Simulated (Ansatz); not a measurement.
## LiF: energy along a strain

LiF, P6_3mc, a = 3.061 Å, c = 4.807 Å (as given, not relaxed at this level: -3.0 GPa, forces to 0.01 eV/Å). This isn't the usual stable structure of the compound. Ansatz: LDA, PAW, 420 eV, Γ-centred 9×9×6 mesh on 4 atoms, Gaussian smearing 0.05 eV; no spin polarisation. Cell vectors (Å): 3.061 0.000 0.000; -1.530 2.651 0.000; 0.000 0.000 4.807. The cell is strained by x per cent times the pattern (0 0 0 0 0 1) in the order xx yy zz yz xz xy (engineering shears), with fractional coordinates held. y is the free energy over the start, V0 = 9.752 Å³/atom. Symmetry makes y even in x.

```
x (%) y (meV/atom)
-4.00          1.79
-2.00          0.41
 0.00          0.00
 0.50          0.01
 1.00             ?
 1.50          0.21
 2.50          0.68
 3.00          1.00
 3.50          1.37
```

**Question.** Fit y = c2 x² + c4 x⁴ to the other rows, get the stiffness along the pattern, and predict the missing energy.

**Answer.** Least squares on the rows shown. y = 0.1052 x² + 0.0004607 x⁴. The clamped-ion stiffness p·C·p = 2 × 1.052 eV × 160.2 / 9.752 Å³ = 35 GPa, which is C66 in these axes (second derivative at the start, which stands under stress). With a term in x⁶ added, the coefficient of x² becomes 0.09217, 12 % less, which shows how far this figure hangs on the form. At x = 1.00 the fit asked for gives 0.11 meV/atom. The run gave 0.08 meV/atom, so the fit is 0.03 meV/atom too high, within twice the rms miss on the fitted rows (0.02 meV/atom).